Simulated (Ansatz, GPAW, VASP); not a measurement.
CdTe: programs and potentials compared

```xyz
2
Lattice="0.0000 3.2050 3.2050 3.2050 0.0000 3.2050 3.2050 3.2050 0.0000" Properties=species:S:1:pos:R:3 pbc="T T T"
Te    4.8075    4.8075    4.8075
Cd    0.0000    0.0000    0.0000
```

Alike in all runs: task single point; functional PBE; k mesh 7 × 7 × 7; occupations gaussian, width 0.011 eV; no spin polarisation; no spin-orbit coupling. Pressure is positive in compression and, in plane waves, holds the error of the finite cutoff.

```csv
program and potentials,plane-wave cutoff (eV),notes,pressure (GPa)
"Ansatz, all-electron LAPW, scalar-relativistic",-,-,?
"GPAW, GPAW PAW data sets (gpaw-data 1.2.1)",600,-,3.81
"VASP, PBE PAW files Cd, Te, 520 eV",520,-,4.40
```

Q: Estimate from the other rows what the run with Ansatz, all-electron LAPW, scalar-relativistic gave.

A: Pressure 4.26 GPa. The other rows, which needn't bracket it: pressure 3.81 to 4.40.
